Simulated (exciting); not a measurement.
# InP (F-43m) in exciting: notebook, part 2 of 2

exciting (release sodium). Earlier steps stand in the parts before.

### Step 3. Band structure, PBE

Input file input.xml:

```xml
<input>
  <title>InP</title>
  <structure speciespath="./" tshift="false">
    <crystal scale="1">
      <basevect>0.000000000000 5.537842408216 5.537842408216</basevect>
      <basevect>5.537842408216 0.000000000000 5.537842408216</basevect>
      <basevect>5.537842408216 5.537842408216 0.000000000000</basevect>
    </crystal>
    <species speciesfile="In.xml" rmt="2.3">
      <atom coord="0.000000000000 0.000000000000 0.000000000000"/>
    </species>
    <species speciesfile="P.xml" rmt="2">
      <atom coord="0.750000000000 0.750000000000 0.750000000000"/>
    </species>
  </structure>
  <groundstate do="fromscratch" ngridk="8 8 8" rgkmax="7.8" gmaxvr="14" lmaxapw="10" lmaxmat="10" lmaxvr="8" xctype="GGA_PBE" stype="Fermi Dirac" swidth="0.00183747" nempty="10" ValenceRelativity="iora*" epsengy="1e-05" epspot="1e-05" maxscl="60" outputlevel="normal"/>
  <properties>
    <bandstructure>
      <plot1d>
        <path steps="80">
          <point coord="0 0 0" label="G"/>
          <point coord="0.5 0 0.5" label="X"/>
          <point coord="0.5 0.25 0.75" label="W"/>
          <point coord="0.375 0.375 0.75" label="K"/>
          <point coord="0 0 0" label="G"/>
          <point coord="0.5 0.5 0.5" label="L"/>
          <point coord="0.625 0.25 0.625" label="U"/>
          <point coord="0.5 0.25 0.75" label="W"/>
          <point coord="0.5 0.5 0.5" label="L"/>
          <point coord="0.375 0.375 0.75" label="K" breakafter="true"/>
          <point coord="0.625 0.25 0.625" label="U"/>
          <point coord="0.5 0 0.5" label="X"/>
        </path>
      </plot1d>
    </bandstructure>
    <dos nwdos="300" winddos="-0.6 0.5" inttype="tetra" ngrdos="100" nsmdos="2"/>
  </properties>
</input>
```

Potentials or basis: all-electron LAPW+lo, shipped species files, valence relativity iora*.

Command:

```
> OMP_NUM_THREADS=1 exciting_smp
```

INFO.OUT:

```text
================================================================================
EXCITING SODIUM started
[... 10 lines left out ...]

 Lattice vectors (cartesian) :
      0.0000000000      5.5378424082      5.5378424082
      5.5378424082      0.0000000000      5.5378424082
      5.5378424082      5.5378424082      0.0000000000

 Reciprocal lattice vectors (cartesian) :
     -0.5672954234      0.5672954234      0.5672954234
      0.5672954234     -0.5672954234      0.5672954234
[... 125 lines left out ...]
 Exchange energy                            :      -180.06639591
 Correlation energy                         :        -3.22372940
[... 350 lines left out ...]
 RMS change in effective potential (target) :  0.176338E-08  ( 0.100000E-04)
 Absolute change in total energy   (target) :  0.367509E-06  ( 0.100000E-04)
 Charge distance                   (target) :  0.353283E-09  ( 0.100000E-04)

++++++++++++++++++++++++++++++++++++++++++++++++++++++++++++++++++++++++++++++++
| Convergency criteria checked for the last 2 iterations                       +
| Convergence targets achieved. Performing final SCF iteration                 +
++++++++++++++++++++++++++++++++++++++++++++++++++++++++++++++++++++++++++++++++
 Total energy                               :     -6225.37678455
 _______________________________________________________________
 Fermi energy                               :         0.18378395
 Kinetic energy                             :      6524.15020427
 Coulomb energy                             :    -12566.26275612
 Exchange energy                            :      -180.03905986
 Correlation energy                         :        -3.22517284

 DOS at Fermi energy (states/Ha/cell)       :         0.00675916

 Electron charges :
     core                                   :        40.00000000
     core leakage                           :         0.00170326
     valence                                :        24.00000000
     interstitial                           :         4.52424177
     charge in muffin-tin spheres :
                  atom     1    In          :        46.71196292
                  atom     2     P          :        12.76379531
     total charge in muffin-tins            :        59.47575823
     total charge                           :        64.00000000

++++++++++++++++++++++++++++++++++++++++++++++++++++++++++++++++++++++++++++++++
[... 9 lines left out ...]
| EXCITING SODIUM stopped                                                      =
================================================================================
```

stdout:

```text
Info(bandstr):
 band structure plot written to BAND.OUT

 Fermi energy is at zero in plot

 Vertex location lines written to BANDLINES.OUT

Info(dos):

   Total density of states written to TDOS.OUT

   Fermi energy is at zero in plot

   DOS units are states/Hartree/unit cell
```

Run time: 2.2 min. Hardware: 1 thread of Arm Neoverse V1, shared host; peak memory 0.14 GiB.

What came out:

| Property | Result |
| --- | --- |
| Free energy | -169401.1322 eV |
| Band gap on the k mesh | 0.71 eV, direct |
| Band gap along the path | 0.71 eV, direct |
| All electrons inside the program's atomic spheres | In 46.71; P 12.76 (radii In 2.3, P 2.0 bohr) |

Levels at the corners of the path, in eV from the valence-band top:
```
point  band 10  band 11  band 12  band 13  band 14  band 15
    Γ     0.00     0.00     0.00     0.71     4.09     4.09
    X    -5.75    -2.32    -2.32     1.77     2.27     9.21
    W    -5.60    -2.95    -2.91     4.30     4.38     5.57
    K    -5.61    -3.30    -1.94     2.37     4.39     7.50
    Γ     0.00     0.00     0.00     0.71     4.09     4.09
    L    -5.73    -0.97    -0.97     1.50     4.81     4.81
    U    -5.61    -3.30    -1.94     2.37     4.39     7.50
    W    -5.60    -2.95    -2.91     4.30     4.38     5.57
    L    -5.73    -0.97    -0.97     1.50     4.81     4.81
    K    -5.61    -3.30    -1.94     2.37     4.39     7.50
    U    -5.61    -3.30    -1.94     2.37     4.39     7.50
    X    -5.75    -2.32    -2.32     1.77     2.27     9.21
```

States per cell in windows of 0.5 eV (zero at the valence-band top; states under -8 eV left out):
```
from (eV)  total
     -8.0   0.00
     -7.5   0.00
     -7.0   0.00
     -6.5   0.00
     -6.0   0.54
     -5.5   0.69
     -5.0   0.28
     -4.5   0.18
     -4.0   0.12
     -3.5   0.45
     -3.0   0.74
     -2.5   0.86
     -2.0   0.85
     -1.5   0.80
     -1.0   0.45
     -0.5   0.14
      0.0   0.00
      0.5   0.00
      1.0   0.01
      1.5   0.15
      2.0   0.51
      2.5   0.93
      3.0   0.71
      3.5   0.40
      4.0   0.82
      4.5   0.80
      5.0   0.83
      5.5   0.77
      6.0   0.48
      6.5   0.57
      7.0   0.60
      7.5   0.51
```

Caveat: the tetrahedron DOS on this energy grid can lose part of the weight of narrow d or f bands; spin-orbit coupling is left out, which moves the levels of the heavy elements.

### Step 4. Comparison with measurements

Step 2. Measured gap of InP: 1.4236 eV (direct; 1.6 K; a printed reference work, data compilation). This calculation gives 1.35 eV (-0.07 eV). Spin-orbit coupling on In is left out. The value is that of G0W0 on PBE, without temperature or zero-point motion.

Step 3. A measured gap of InP is 1.4236 eV (direct; 1.6 K; a printed reference work, data compilation); the calculated 0.71 eV misses it by -0.72 eV. Spin-orbit coupling on In is left out. The value is that of PBE, without temperature or zero-point motion. Semilocal functionals fall short of measured gaps as a rule.
